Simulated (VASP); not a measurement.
# CuO (P1) in VASP: reference runs, part 2 of 2

VASP 6.6.1. Earlier steps stand in the parts before.

## 6. Equation of state, PBE, 9.83 Å³/atom

File INCAR:

```
  PREC = Accurate
  ENCUT = 520
  EDIFF = 1E-7
  ISMEAR = -1
  SIGMA = 0.05
  LREAL = F
  LASPH = T
  NELM = 60
  ALGO = Normal
  ISIF = 2
  LWAVE = F
  LCHARG = F
  GGA = PE
  NBANDS = 25
```

File KPOINTS:

```
regular mesh
0
Gamma
  10 10 5
```

File POSCAR:

```
CuO
1.0
    0.1883312728     -2.1577088141     -2.0294313103
   -2.0061679202      0.1055817978     -1.9466818354
    2.3672052547      2.2704977238     -4.3599828031
Cu O
2 2
Direct
    0.4562322400      0.5306856300      0.4854117400
    0.9742842800      0.9858673900      0.0243612000
    0.8016626700      0.7447211200      0.7392802400
    0.2678208100      0.2387258700      0.2509468100
```

Potentials or basis: VASP PAW PBE potentials, release 64 (Cu, O).

Started as:

```sh
$ cat potpaw_PBE.64/Cu/POTCAR potpaw_PBE.64/O/POTCAR > POTCAR
$ mpirun -np 1 vasp_std > vasp.out
```

Run time: 2 min. Hardware: 1 thread of Intel Xeon 6975P-C (Granite Rapids), shared host; peak memory 0.32 GiB.

It converged, with:

| Property | Result |
| --- | --- |
| Free energy | -18.6230 eV |
| Pressure | -0.1 GPa |
| Largest force | 1.814 eV/Å |
| Band gap on the k mesh | none (metal or under the smearing width) |

Caveat: the run has no spin polarisation, though such a crystal can be magnetic; semilocal functionals often make such compounds metallic where correlation or magnetic order opens a gap, which also shifts bond lengths; forces of over 1 eV/Å show positions far from the minimum, so gaps and moduli don't describe the material at rest.

## 7. Equation of state, PBE, 10.23 Å³/atom

File INCAR:

```
SYSTEM = CuO
PREC = Accurate ; ENCUT = 520
EDIFF = 1E-7 ; ISMEAR = -1
SIGMA = 0.05 ; LREAL = .FALSE.
LASPH = .TRUE. ; NELM = 60
ALGO = Normal ; ISIF = 2
LWAVE = .FALSE. ; LCHARG = .FALSE.
GGA = PE ; NBANDS = 25
```

File KPOINTS:

```
Automatic mesh
0
G
  10 10 5
  0 0 0
```

File POSCAR:

```
CuO
1.0
    0.1908595110     -2.1866748050     -2.0566752500
   -2.0330995623      0.1069991723     -1.9728149112
    2.3989836139      2.3009778404     -4.4185130464
Cu O
2 2
Direct
    0.4562322400      0.5306856300      0.4854117400
    0.9742842800      0.9858673900      0.0243612000
    0.8016626700      0.7447211200      0.7392802400
    0.2678208100      0.2387258700      0.2509468100
```

Started as:

```sh
$ cat potpaw_PBE.64/Cu/POTCAR potpaw_PBE.64/O/POTCAR > POTCAR
$ mpirun -np 1 vasp_std > vasp.out
```

Run time: 2 min. Hardware: 1 thread of Intel Xeon 6975P-C (Granite Rapids), shared host; peak memory 0.32 GiB.

The run converged. Its results:

```yaml
Free_energy: -18.5929 eV
Pressure: -6.2 GPa
Largest_force: 1.576 eV/Å
Band_gap_on_the_k_mesh: none (metal or under the smearing width)
```

Caveat: the run has no spin polarisation, though such a crystal can be magnetic; semilocal functionals often make such compounds metallic where correlation or magnetic order opens a gap, which also shifts bond lengths; forces of over 1 eV/Å show positions far from the minimum, so gaps and moduli don't describe the material at rest.

## 8. Equation of state, PBE, 10.43 Å³/atom

File INCAR:

```
SYSTEM = CuO
PREC = Accurate ; ENCUT = 520
EDIFF = 1E-7 ; ISMEAR = -1
SIGMA = 0.05 ; LREAL = .False.
LASPH = .True. ; NELM = 100
ALGO = Normal ; ISIF = 2
LWAVE = .False. ; LCHARG = .False.
GGA = PE ; NBANDS = 25
```

File KPOINTS:

```
regular mesh
0
Gamma
  10 10 5
  0 0 0
```

File POSCAR:

```
CuO
1.0
    0.1920988932     -2.2008743899     -2.0700306583
   -2.0463018774      0.1076939916     -1.9856257566
    2.4145618661      2.3159196736     -4.4472054935
Cu O
2 2
Direct
    0.4562322400      0.5306856300      0.4854117400
    0.9742842800      0.9858673900      0.0243612000
    0.8016626700      0.7447211200      0.7392802400
    0.2678208100      0.2387258700      0.2509468100
```

Started as:

```sh
$ cat potpaw_PBE.64/Cu/POTCAR potpaw_PBE.64/O/POTCAR > POTCAR
$ mpirun -np 1 vasp_std > vasp.out
```

Run time: 2 min. Hardware: 1 thread of Intel Xeon 6975P-C (Granite Rapids), shared host; peak memory 0.33 GiB.

Results (log left out):

```
Free energy            : -18.5566 eV
Pressure               : -8.7 GPa
Largest force          : 1.469 eV/Å
Band gap on the k mesh : none (metal or under the smearing width)
```

Caveat: the run has no spin polarisation, though such a crystal can be magnetic; semilocal functionals often make such compounds metallic where correlation or magnetic order opens a gap, which also shifts bond lengths; forces of over 1 eV/Å show positions far from the minimum, so gaps and moduli don't describe the material at rest.

## 9. Equation of state, PBE, 10.63 Å³/atom

File INCAR:

```
SYSTEM = CuO
  ALGO = Normal
  EDIFF = 1E-7
  ENCUT = 520
  GGA = PE
  ISIF = 2
  ISMEAR = -1
  LASPH = .True.
  LCHARG = .False.
  LREAL = .False.
  LWAVE = .False.
  NBANDS = 25
  NELM = 80
  PREC = Accurate
  SIGMA = 0.05
```

File KPOINTS:

```
k-points
0
Gamma
  10 10 5
  0 0 0
```

File POSCAR:

```
CuO
1.0
    0.1933224861     -2.2148930761     -2.0832159224
   -2.0593359987      0.1083799591     -1.9982733954
    2.4299416557      2.3306711520     -4.4755324069
Cu O
2 2
Direct
    0.4562322400      0.5306856300      0.4854117400
    0.9742842800      0.9858673900      0.0243612000
    0.8016626700      0.7447211200      0.7392802400
    0.2678208100      0.2387258700      0.2509468100
```

Potentials or basis: VASP PAW PBE potentials, release 64 (Cu, O).

Started as:

```sh
$ cat potpaw_PBE.64/Cu/POTCAR potpaw_PBE.64/O/POTCAR > POTCAR
$ mpirun -np 1 vasp_std > vasp.out
```

OUTCAR:

```text
SYSTEM = CuO
   EDIFF = 1E-7
   ENCUT = 520
   GGA = PE
   ISIF = 2
   ISMEAR = -1
   LASPH = .True.
   LREAL = .False.
   NELM = 80
   PREC = Accurate

 Found    252 irreducible k-points:

 Following reciprocal coordinates:
            Coordinates               Weight
  0.000000  0.000000  0.000000      1.000000
  0.100000  0.000000  0.000000      2.000000
  0.200000  0.000000  0.000000      2.000000
  0.300000 -0.000000  0.000000      2.000000
  0.400000 -0.000000  0.000000      2.000000
  0.500000 -0.000000  0.000000      1.000000
   k-points           NKPTS =    252   k-points in BZ     NKDIM =    252   number of bands    NBANDS=     25
   number of dos      NEDOS =    301   number of ions     NIONS =      4
   total plane-waves  NPLWV =  24192
   dimension x,y,z NGX =    24 NGY =   24 NGZ =   42
   dimension x,y,z NGXF=    48 NGYF=   48 NGZF=   84
   ions per type =               2   2
   NGX,Y,Z   is equivalent  to a cutoff of  13.10, 13.89, 12.47 a.u.
   NGXF,Y,Z  is equivalent  to a cutoff of  26.19, 27.79, 24.93 a.u.
 SYSTEM =  CuO
   PREC   = accura    normal or accurate (medium, high low for compatibility)
   ISTART =      0    job   : 0-new  1-cont  2-samecut
   ICHARG =      2    charge: 1-file 2-atom 10-const
   ISPIN  =      1    spin polarized calculation?
   LNONCOLLINEAR =      F non collinear calculations
   LSORBIT =      F    spin-orbit coupling
   LASPH  =      T    aspherical Exc in radial PAW
   ENCUT  =  520.0 eV  38.22 Ry    6.18 a.u.   5.67  5.34 10.41*2*pi/ulx,y,z
   NELM   =     80;   NELMIN=  2; NELMDL= -5     # of ELM steps
   EDIFF  = 0.1E-06   stopping-criterion for ELM
   LREAL  =      F    real-space projection
   EDIFFG = 0.1E-05   stopping-criterion for IOM
   NSW    =      0    number of steps for IOM
   IBRION =     -1    ionic relax: 0-MD 1-quasi-New 2-CG
   NFREE  =      0    steps in history (QN), initial steepest desc. (CG)
   ISIF   =      2    stress and relaxation
   ISYM   =      2    0-nonsym 1-usesym 2-fastsym
   POTIM  = 0.5000    time-step for ionic-motion
   TEBEG  =    0.0;   TEEND  =   0.0 temperature during run
   PSTRESS=    0.0 pullay stress
   NELECT =      34.0000    total number of electrons
   NUPDOWN=      -1.0000    fix difference up-down
   EMIN   =  10.00;   EMAX   =-10.00  energy-range for DOS
   EFERMI =   0.00;   METHOD = LEGACY
   ISMEAR =    -1;   SIGMA  =   0.05  broadening in eV -4-tet -1-fermi 0-gaus
   EFERMI_NEDOS =   21; number of points for ismear=-14 and -15
   IALGO  =     38    algorithm
   IMIX   =      4    mixing-type and parameters
     AMIX     =   0.40;   BMIX     =  1.00
     AMIX_MAG =   1.60;   BMIX_MAG =  1.00
  volume/ion in A,a.u.               =      10.63        71.74
  Fermi-wavevector in a.u.,A,eV,Ry     =   1.519479  2.871399 31.413347  2.308816
  Thomas-Fermi vector in A             =   2.628459
   LORBIT       =      0    0 simple, 1 ext, 2 COOP (PROOUT), +10 PAW based schemes
   GGA     = PE    functional components
   LHFCALC =     F    Hartree Fock is set to
   AEXX    =    0.0000 exact exchange contribution
   IVDW    =     0    specifies the selected vdW correction
   LEPSILON=     F    determine dielectric tensor
   LRPA    =     F    only Hartree local field effects (RPA)
 non-spin polarized calculation
  energy-cutoff  :      520.00
  volume of cell :       42.52
 maximum number of plane-waves:      1158
   NGX = 11   NGY = 11   NGZ = 21

 number of electron      34.0000000 magnetization

 Free energy of the ion-electron system (eV)
  ---------------------------------------------------
  ext. energy  EPLUGINS =         0.00000000
  ---------------------------------------------------
  free energy    TOTEN  =       -18.50826515 eV

  energy without entropy =      -18.47589353  energy(sigma->0) =      -18.49207934

 E-fermi :   4.6739     XC(G=0): -11.7585

 val. band max:        4.6728855190   @ k =  -0.3000   0.2000   0.4000
 cond. band min:       4.6740552000   @ k =   0.5000  -0.3000   0.2000
 fundamental gap:      0.0011696810
 Fermi energy:         4.6738563684

 k-point     1 :       0.0000    0.0000    0.0000
  band No.  band energies     occupation
      1     -14.1738      2.00000
      2     -12.8231      2.00000
      3      -2.0063      2.00000
      4       0.3254      2.00000
      5       0.7081      2.00000
      6       1.7696      2.00000
[... 17 lines left out ...]
     24      20.8174      0.00000
     25      21.5771      0.00000

 k-point     2 :       0.1000    0.0000    0.0000
  band No.  band energies     occupation
      1     -14.1136      2.00000
      2     -12.7945      2.00000
      3      -1.8711      2.00000
      4       0.2348      2.00000
      5       0.6961      2.00000
      6       1.4260      2.00000
[... 17 lines left out ...]
     24      20.3975      0.00000
     25      21.2925      0.00000

 k-point     3 :       0.2000    0.0000    0.0000
  band No.  band energies     occupation
      1     -13.9519      2.00000
      2     -12.7159      2.00000
      3      -1.5132      2.00000
      4      -0.1647      2.00000
      5       0.6894      2.00000
      6       0.8044      2.00000
[... 17 lines left out ...]
     24      20.3421      0.00000
     25      20.6324      0.00000

 k-point     4 :       0.3000   -0.0000    0.0000
  band No.  band energies     occupation
      1     -13.7441      2.00000
      2     -12.6103      2.00000
      3      -1.1877      2.00000
      4      -0.6546      2.00000
      5       0.3188      2.00000
      6       0.6849      2.00000
[... 17 lines left out ...]
     24      18.7458      0.00000
     25      20.8281      0.00000

 k-point     5 :       0.4000   -0.0000    0.0000
  band No.  band energies     occupation
      1     -13.5693      2.00000
      2     -12.5169      2.00000
      3      -1.4673      2.00000
      4      -0.4666      2.00000
      5      -0.0713      2.00000
      6       0.5667      2.00000
[... 17 lines left out ...]
     24      17.4897      0.00000
     25      20.9270      0.00000

 k-point     6 :       0.5000   -0.0000    0.0000
  band No.  band energies     occupation
      1     -13.5010      2.00000
      2     -12.4791      2.00000
      3      -1.6303      2.00000
      4      -0.3965      2.00000
      5      -0.1453      2.00000
      6       0.4548      2.00000
[... 17 lines left out ...]
     24      16.5283      0.00000
     25      20.8488      0.00000

 [... further k-points ...]
[... 5 lines left out ...]
  --------------------------------------------------------------------------------------
  -------------------------------------------------------------------------------------
  Total       -3.0086113     -2.6342389     -3.0981813      0.3477606      0.5579919      1.9815950
  in kB     -113.3593149    -99.2536048   -116.7341568     13.1030212     21.0241769     74.6630997
  external PRESSURE =    -109.7823588 kB  Pullay stress =       0.0000000 kB

 VOLUME and BASIS-vectors are now :
 -----------------------------------------------------------------------------
  energy-cutoff  :      520.00
  volume of cell :       42.52
      direct lattice vectors                 reciprocal lattice vectors
     0.193322486 -2.214893076 -2.083215922     0.098118731 -0.330937531 -0.119066005
    -2.059335999  0.108379959 -1.998273395    -0.347300707  0.098697528 -0.137165574
     2.429941656  2.330671152 -4.475532407     0.109394641  0.109973439 -0.106772880

 POSITION                                       TOTAL-FORCE (eV/Angst)
 -----------------------------------------------------------------------------------
      0.17486      0.17835     -4.18336         0.897125      0.126201     -1.027216
     -1.78268     -1.99431     -4.10871        -0.672211     -0.837709      0.522760
      0.41776      0.02813     -6.46687         0.077947      0.395550     -0.004053
      0.16995      0.01755     -2.15809        -0.302860      0.315957      0.508509
 -----------------------------------------------------------------------------------
    total drift:                                0.000138     -0.000068      0.000582

  FREE ENERGIE OF THE ION-ELECTRON SYSTEM (eV)
  ---------------------------------------------------
  free  energy   TOTEN  =       -18.5082651498 eV

  energy  without entropy=      -18.4758935285  energy(sigma->0) =      -18.49207934
```

OSZICAR:

```text
N       E                     dE             d eps       ncg     rms          rms(c)
DAV:   1     0.295940855671E+03    0.29594E+03   -0.16220E+04 13264   0.214E+03
DAV:   2     0.122802701467E+02   -0.28366E+03   -0.26273E+03 13007   0.396E+02
DAV:   3    -0.231805684677E+02   -0.35461E+02   -0.33324E+02 15317   0.153E+02
DAV:   4    -0.244844041267E+02   -0.13038E+01   -0.12925E+01 15589   0.317E+01
DAV:   5    -0.245070221637E+02   -0.22618E-01   -0.22604E-01 16098   0.371E+00    0.165E+01
DAV:   6    -0.231522030562E+02    0.13548E+01   -0.37502E+01 17705   0.144E+02    0.165E+01
DAV:   7    -0.190903626880E+02    0.40618E+01   -0.17789E+01 16839   0.110E+02    0.641E+00
DAV:   8    -0.186359008541E+02    0.45446E+00   -0.20196E+00 19949   0.183E+01    0.314E+00
DAV:   9    -0.186211339514E+02    0.14767E-01   -0.30399E-01 19559   0.196E+01    0.298E+00
DAV:  10    -0.185246008361E+02    0.96533E-01   -0.13980E-01 22063   0.146E+01    0.123E+00
DAV:  11    -0.185183826304E+02    0.62182E-02   -0.97921E-02 17820   0.827E+00    0.805E-01
DAV:  12    -0.185104502595E+02    0.79324E-02   -0.35763E-02 19540   0.596E+00    0.404E-01
DAV:  13    -0.185082239322E+02    0.22263E-02   -0.66288E-03 20168   0.196E+00    0.809E-02
DAV:  14    -0.185082820118E+02   -0.58080E-04   -0.79616E-04 19747   0.394E-01    0.460E-02
DAV:  15    -0.185082726682E+02    0.93436E-05   -0.72052E-05 16599   0.743E-02    0.301E-02
DAV:  16    -0.185082658118E+02    0.68564E-05   -0.12058E-05 20464   0.554E-02    0.110E-02
DAV:  17    -0.185082651110E+02    0.70078E-06   -0.59647E-06 20151   0.498E-02    0.894E-04
DAV:  18    -0.185082651498E+02   -0.38790E-07   -0.62924E-07 13202   0.682E-03
   1 F= -.18508265E+02 E0= -.18492079E+02  d E =-.323716E-01
```

stdout:

```text
POSCAR found type information on POSCAR CuO
 POSCAR found :  2 types and       4 ions
 scaLAPACK will be used
 LDA part: xc-table for (Slater+PW92), standard interpolation
 POSCAR, INCAR and KPOINTS ok, starting setup
 FFT: planning ... GRIDC
 FFT: planning ... GRID_SOFT
 FFT: planning ... GRID
 WAVECAR not read
 entering main loop
```

Wall time 2 min (1 thread of Intel Xeon 6975P-C (Granite Rapids), shared host); peak memory 0.33 GiB.

Results:

```yaml
Free_energy: -18.5083 eV
Pressure: -11.0 GPa
Largest_force: 1.370 eV/Å
Band_gap_on_the_k_mesh: none (metal or under the smearing width)
```

Caveat: the run has no spin polarisation, though such a crystal can be magnetic; semilocal functionals often make such compounds metallic where correlation or magnetic order opens a gap, which also shifts bond lengths; forces of over 1 eV/Å show positions far from the minimum, so gaps and moduli don't describe the material at rest.

## 10. Equation of state, PBE

Potentials or basis: VASP PAW PBE potentials, release 64 (Cu, O).

This step only gathers the single runs of the series.

Results:

| Quantity | Value |
| --- | --- |
| Equilibrium volume | 9.84 Å³/atom |
| Bulk modulus at fixed shape and positions | 167 GPa |
| Pressure derivative of the bulk modulus | 4.8 |

Energy against volume, from the lowest point:
```csv
volume (Å³/atom),energy (meV/atom)
9.427,9.69
9.628,2.44
9.828,0.00
10.029,1.87
10.229,7.54
10.430,16.61
10.631,28.69
```

Caveat: the cell was scaled at fixed shape and fractional positions, which overstates the stiffness of a crystal with free parameters, most of all of layers and chains; the run has no spin polarisation, though such a crystal can be magnetic.

## 11. The runs side by side

```csv
task,cell,gap on the mesh (eV),pressure (GPa),largest force (eV/Å)
single point,"all atoms moved at random, sigma 0.1 Å a component, cell strained at random, sigma 0.1",none,-3.3,1.69
single point,"all atoms moved at random, sigma 0.1 Å a component, cell strained at random, sigma 0.1; atoms moved at random, drawn with an rms of 0.05 Å",none,-3.4,1.58
equation of state,as given,-,-,-
```

Alike in all rows: level PBE; potentials or basis VASP PAW PBE potentials, release 64 (Cu, O); no spin polarisation; k mesh 10 × 10 × 5; cutoff (eV) 520; smearing fermi-dirac 0.05 eV.

Caveats: the run has no spin polarisation, though such a crystal can be magnetic; semilocal functionals often make such compounds metallic where correlation or magnetic order opens a gap, which also shifts bond lengths (some runs); forces of over 1 eV/Å show positions far from the minimum, so gaps and moduli don't describe the material at rest (some runs); the cell was scaled at fixed shape and fractional positions, which overstates the stiffness of a crystal with free parameters, most of all of layers and chains (some runs).

Total energies depend on the potentials used, so only differences within one code and one set of settings carry meaning.
